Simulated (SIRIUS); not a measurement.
Write the native input for SIRIUS 7.12.0 that does the following.

* Task: single point
* Functional: PBE
* Potentials or basis: SPMS 1.0 PBE (norm-conserving)
* Cutoff: 1152 eV
* Density cutoff: 4606 eV
* k mesh: 11 × 11 × 11
* Occupations: fermi-dirac, width 0.05 eV
* Spin: no spin polarisation
* Libxc names: ["XC_GGA_X_PBE", "XC_GGA_C_PBE"]
* Energy tol: 1e-08 Ha
* Density tol: 1e-06
* Mixer: anderson
* Mixing beta: 0.7
* Max scf: 100
* Radial cutoff for the potentials' integrals: 6.5 bohr

Crystal: TiC.

```
Ti C
1.0
     0.00000    2.16572    2.16572
     2.16572    0.00000    2.16572
     2.16572    2.16572    0.00000
Ti C
1 1
Direct
  0.00000 0.00000 0.00000
  0.50000 0.50000 0.50000
```

The cell is a database's computed one.

One way to write it, as run:

sirius.json

```json
{
  "control": {
    "processing_unit": "cpu",
    "verbosity": 2,
    "num_bands_to_print": 15,
    "print_forces": true,
    "print_stress": true
  },
  "parameters": {
    "electronic_structure_method": "pseudopotential",
    "xc_functionals": ["XC_GGA_X_PBE", "XC_GGA_C_PBE"],
    "gk_cutoff": 9.2,
    "pw_cutoff": 18.4,
    "ngridk": [11, 11, 11],
    "shiftk": [0, 0, 0],
    "smearing": "fermi_dirac",
    "smearing_width": 0.0018374661,
    "num_bands": 15,
    "num_mag_dims": 0,
    "num_dft_iter": 100,
    "energy_tol": 1e-08,
    "density_tol": 1e-06
  },
  "iterative_solver": {
    "type": "davidson",
    "min_tolerance": 1e-10
  },
  "mixer": {
    "type": "anderson",
    "beta": 0.7,
    "max_history": 8
  },
  "settings": {
    "tol_ne": 1e-10,
    "pseudo_grid_cutoff": 6.5
  },
  "unit_cell": {
    "lattice_vectors": [
      [0.0, 4.092615477534, 4.092615477534],
      [4.092615477534, 0.0, 4.092615477534],
      [4.092615477534, 4.092615477534, 0.0]
    ],
    "atom_coordinate_units": "lattice",
    "atom_types": ["Ti", "C"],
    "atom_files": {
      "C": "C.json",
      "Ti": "Ti.json"
    },
    "atoms": {
      "Ti": [
        [0.0, 0.0, 0.0]
      ],
      "C": [
        [0.5, 0.5, 0.5]
      ]
    }
  }
}
```

Potentials or basis: SPMS 1.0 PBE (norm-conserving).

Launch:

```sh
$ upf_to_json 06_C_4_1.2_1.2_pbe_n_v1.0.upf
$ upf_to_json 22_Ti_12_2.0_2.8_pbe_n_v1.0.upf
$ OMP_NUM_THREADS=1 sirius.scf --input=sirius.json --output=out.json --task=0
```

Results of the run:

```json
{"Pressure": "0.5 GPa", "Band gap on the k mesh": "none (metal or under the smearing width)"}
```

Run time: 17 s on 1 thread of Intel(R) Xeon(R) 6975P-C (Granite Rapids), with other jobs on the host, peak memory 0.24 GiB.
